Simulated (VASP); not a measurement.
**NaF in VASP 6.6.1, single-point calculation**

INCAR

```
ISIF = 2
PREC = Accurate
NBANDS = 14
SIGMA = 0.02
LWAVE = .FALSE.
NELM = 120
GGA = PE
ISMEAR = -1
EDIFF = 1E-7
NSW = 0
LASPH = .TRUE.
ENCUT = 200
LCHARG = .FALSE.
LREAL = .FALSE.
IBRION = -1
```

KPOINTS

```
KPOINTS created by Atomic Simulation Environment
0
Gamma
8 8 8
0 0 0
```

POSCAR

```
Na F
 1.0000000000000000
     0.0302683881000000    2.5395077740000001    2.5395077740000001
     2.5395077740000001    0.0302683881000000    2.5395077740000001
     2.5395077740000001    2.5395077740000001    0.0302683881000000
 Na  F
   1   1
Cartesian
  0.0071472626019380  0.0071472626019380  0.0071472626019380
  1.2701737214230620  1.2701737214230620  1.2701737214230620
```

The recommended PBE PAW datasets give the neutral cell 14 valence electrons.

Command

```
mpirun -np 1 vasp_std
```

OSZICAR

```
N       E                     dE             d eps       ncg     rms          rms(c)
DAV:   1     0.516381623370E+02    0.51638E+02   -0.49626E+03  2106   0.538E+02
DAV:   2    -0.725169672796E+01   -0.58890E+02   -0.57172E+02  2096   0.188E+02
DAV:   3    -0.868011209718E+01   -0.14284E+01   -0.14276E+01  2198   0.306E+01
DAV:   4    -0.868536283173E+01   -0.52507E-02   -0.52507E-02  2078   0.191E+00
DAV:   5    -0.868539568813E+01   -0.32856E-04   -0.32856E-04  2198   0.144E-01    0.102E+01
DAV:   6    -0.780955348495E+01    0.87584E+00   -0.53608E-01  2210   0.565E+00    0.546E+00
DAV:   7    -0.758904078884E+01    0.22051E+00   -0.15141E-01  1844   0.473E+00    0.121E+00
DAV:   8    -0.758471753292E+01    0.43233E-02   -0.23095E-02  2144   0.164E+00    0.129E-01
DAV:   9    -0.758590555658E+01   -0.11880E-02   -0.20896E-03  2030   0.673E-01    0.393E-02
DAV:  10    -0.758599829734E+01   -0.92741E-04   -0.19952E-04  2108   0.152E-01    0.191E-02
DAV:  11    -0.758600093139E+01   -0.26340E-05   -0.10514E-05  2120   0.293E-02    0.284E-03
DAV:  12    -0.758600154680E+01   -0.61541E-06   -0.60663E-07  2060   0.664E-03    0.869E-04
DAV:  13    -0.758600149808E+01    0.48715E-07   -0.11611E-07  2162   0.297E-03
   1 F= -.75860015E+01 E0= -.75860015E+01  d E =-.189523E-12
```

From OUTCAR

```
k-points           NKPTS =     65   k-points in BZ     NKDIM =     65   number of bands    NBANDS=     14

   NELECT =      14.0000    total number of electrons

   dimension x,y,z NGX =    18 NGY =   18 NGZ =   18
   dimension x,y,z NGXF=    36 NGYF=   36 NGZF=   36

  energy-cutoff  :      200.00
  volume of cell :       32.17
      direct lattice vectors                 reciprocal lattice vectors
     0.030268388  2.539507774  2.539507774    -0.200444047  0.198083095  0.198083095
     2.539507774  0.030268388  2.539507774     0.198083095 -0.200444047  0.198083095
     2.539507774  2.539507774  0.030268388     0.198083095  0.198083095 -0.200444047

 k-points in reciprocal lattice and weights: KPOINTS created by Atomic Simulation Env
   0.00000000  0.00000000  0.00000000       0.002
   0.12500000 -0.00000000 -0.00000000       0.012
   0.25000000 -0.00000000 -0.00000000       0.012
   0.37500000  0.00000000  0.00000000       0.012
   0.50000000 -0.00000000 -0.00000000       0.006
   0.12500000  0.12500000 -0.00000000       0.012
   0.25000000  0.12500000 -0.00000000       0.023
   0.37500000  0.12500000  0.00000000       0.023
   ...

 E-fermi :  -2.9017

 k-point     1 :       0.0000    0.0000    0.0000
  band No.  band energies     occupation
      1     -23.7104      2.00000
      2     -22.3234      2.00000
      3     -22.3234      2.00000
      4     -22.2854      2.00000
      5      -3.4476      2.00000
      6      -3.4476      2.00000
      7      -3.3627      2.00000
      8       2.1577      0.00000
      9      15.8207      0.00000
     10      16.2222      0.00000
     11      16.2222      0.00000
     12      17.7822      0.00000
     13      18.0186      0.00000
     14      18.0186      0.00000

 k-point     2 :       0.1250   -0.0000   -0.0000
  band No.  band energies     occupation
      1     -23.8851      2.00000
      2     -22.3944      2.00000
      3     -22.3566      2.00000
      4     -22.3512      2.00000
      5      -4.1839      2.00000
      6      -3.6720      2.00000
      7      -3.6263      2.00000
      8       2.5887      0.00000
      9      14.3266      0.00000
     10      15.5351      0.00000
     11      15.8371      0.00000
     12      17.2003      0.00000
     13      17.4550      0.00000
     14      17.5951      0.00000

 k-point     3 :       0.2500   -0.0000   -0.0000
  band No.  band energies     occupation
      1     -24.0692      2.00000
      2     -22.4013      2.00000
      3     -22.4013      2.00000
      4     -22.3474      2.00000
      5      -4.7289      2.00000
      6      -3.9316      2.00000
      7      -3.8778      2.00000
      8       3.6755      0.00000
      9      11.6602      0.00000
     10      14.6455      0.00000
     11      14.9015      0.00000
     12      17.1393      0.00000
     13      17.6684      0.00000
     14      17.8993      0.00000

 k-point     4 :       0.3750    0.0000    0.0000
  band No.  band energies     occupation
      1     -24.1367      2.00000
      2     -22.4289      2.00000
      3     -22.4059      2.00000
      4     -22.2613      2.00000
      5      -4.8988      2.00000
      6      -4.0330      2.00000
      7      -3.9518      2.00000
      8       5.1768      0.00000
      9       9.2865      0.00000
     10      13.9749      0.00000
     11      14.2289      0.00000
     12      17.0986      0.00000
     13      18.3902      0.00000
     14      18.6206      0.00000

 ...

  Total      -39.5393713    -39.5393713    -39.5393713     -0.0253691     -0.0253691     -0.0253691
  in kB    -1969.2285003  -1969.2285003  -1969.2285003     -1.2634907     -1.2634907     -1.2634907
  external PRESSURE =   -1969.2285003 kB  Pullay stress =       0.0000000 kB

 POSITION                                       TOTAL-FORCE (eV/Angst)
 -----------------------------------------------------------------------------------
      0.00715      0.00715      0.00715        -0.007800     -0.007800     -0.007800
      1.27017      1.27017      1.27017         0.007800      0.007800      0.007800
 -----------------------------------------------------------------------------------
    total drift:                               -0.001356     -0.001356     -0.001352

  FREE ENERGIE OF THE ION-ELECTRON SYSTEM (eV)
  ---------------------------------------------------
  free  energy   TOTEN  =        -7.5860014981 eV

  energy  without entropy=       -7.5860014981  energy(sigma->0) =       -7.58600150
```

It converged. Results: gap between bands v and c on the k mesh 5.52 eV; least direct gap on the k mesh 5.52 eV; pressure -196.9 GPa. Band v is the last that the valence electrons fill when counted band by band, and c is the next.

These settings aren't sound, so the numbers aren't properties of the crystal.

On sound settings PBE gives a gap of 5.63 eV on its mesh and a pressure of 2.3 GPa for the intended cell.

The run took about 6.8 s on one core of a shared host (Intel Xeon Platinum 8488C) and held 0.11 GiB at most.
